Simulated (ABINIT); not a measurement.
Crystal: SiC.

```xyz
8
Lattice="3.0757 0.0000 0.0000 -1.5378 2.6636 0.0000 0.0000 0.0000 10.0706" Properties=species:S:1:pos:R:3 pbc="T T T"
Si    0.0000    0.0000    1.8922
Si    0.0000    0.0000    6.9275
Si    0.0000    1.7758    4.4094
Si    1.5378    0.8879    9.4447
C     0.0000    0.0000    0.0046
C     0.0000    0.0000    5.0400
C     0.0000    1.7758    2.5157
C     1.5378    0.8879    7.5510
```

The cell is a database's computed one.

```yaml
Program: ABINIT 10.8.3 (patched build)
Task: relaxation of cell and atoms
Functional: revPBE
Potentials_or_basis: JTH PAW PBE v2.0
Cutoff: 517 eV
k_mesh: 10 × 10 × 3
Occupations: fermi-dirac, width 0.05 eV
Spin: no spin polarisation
```

At the start: pressure 5.5 GPa; volume 10.31 Å³/atom.

Question: Where does the relaxation end?

Answer: Over 7 steps the energy falls by 4.9 meV/atom and the volume is 10.58 Å³/atom (+2.6 %); space group P6_3mc (No. 186, to 0.05 Å).

The path:
```
step  energy change (eV)  largest force (eV/Å)  pressure (GPa)  volume (Å³)
   1              0.0000                0.0060            5.54        82.50
   2             -0.0346                0.0087            1.80        83.91
   3             -0.0385                0.1226            0.03        84.61
   4             -0.0364                0.2237           -0.68        84.90
   5             -0.0390                0.0744            0.14        84.57
   6             -0.0391                0.0545            0.10        84.58
   7             -0.0393                0.0004            0.00        84.62
```

Final structure:
```cif
data_structure
_symmetry_space_group_name_H-M 'P 1'
_symmetry_Int_Tables_number 1
_cell_length_a 3.1021
_cell_length_b 3.1021
_cell_length_c 10.1546
_cell_angle_alpha 90.000
_cell_angle_beta 90.000
_cell_angle_gamma 120.000
_cell_volume 84.62
loop_
_atom_site_label
_atom_site_type_symbol
_atom_site_fract_x
_atom_site_fract_y
_atom_site_fract_z
_atom_site_occupancy
Si1 Si 0.00000 0.00000 0.18792 1
Si2 Si 0.00000 0.00000 0.68792 1
Si3 Si 0.33333 0.66667 0.43786 1
Si4 Si 0.66667 0.33333 0.93786 1
C1 C 0.00000 0.00000 0.00044 1
C2 C 0.00000 0.00000 0.50044 1
C3 C 0.33333 0.66667 0.24979 1
C4 C 0.66667 0.33333 0.74979 1
```

Caveat: the PAW data sets were made with another functional, which shifts forces and pressure a little.
